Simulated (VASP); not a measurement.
CuI (Marshite), 2 atoms in the cell. The structure is cubic, space group F-43m (No. 216). Conventional cell: a = 6.063 Å, b = 6.063 Å, c = 6.063 Å, α = 90.00°, β = 90.00°, γ = 90.00°. I (site symmetry -43m) has 4 Cu at 2.63 Å as nearest neighbours. Around Cu (site symmetry -43m) lie 4 I at 2.63 Å. 

- Program: VASP 6.6.1
- Task: band structure
- Functional: LDA
- Potentials or basis: VASP PAW LDA potentials, release 64 (I, Cu)
- Cutoff: 520 eV
- k mesh: 6 × 6 × 6
- Occupations: gaussian, width 0.02 eV
- Spin: spin-orbit coupling, no magnetisation
- Ladder: free
- Further INCAR settings: ALGO = Normal; EDIFF = 1e-07; NBANDS = 30

Potentials or basis: VASP PAW LDA potentials, release 64 (I, Cu).

Command:

```console
$ cat potpaw_LDA.64/I/POTCAR potpaw_LDA.64/Cu/POTCAR > POTCAR
$ cp INCAR.step1 INCAR
$ cp KPOINTS.step1 KPOINTS
$ mpirun -np 2 vasp_ncl > vasp.out
$ cp INCAR.step2 INCAR
$ cp KPOINTS.step2 KPOINTS
$ mpirun -np 2 vasp_ncl > vasp.out
```

Hardware: 2 MPI ranks on Intel(R) Xeon(R) 6975P-C (Granite Rapids) (shared host).

Question: Estimate the wall time of this run.

Answer: It took 100 s on 2 MPI ranks on Intel(R) Xeon(R) 6975P-C (Granite Rapids), on a shared host, peak memory 0.57 GiB a rank. Counts: scf iterations 9, k points 200.
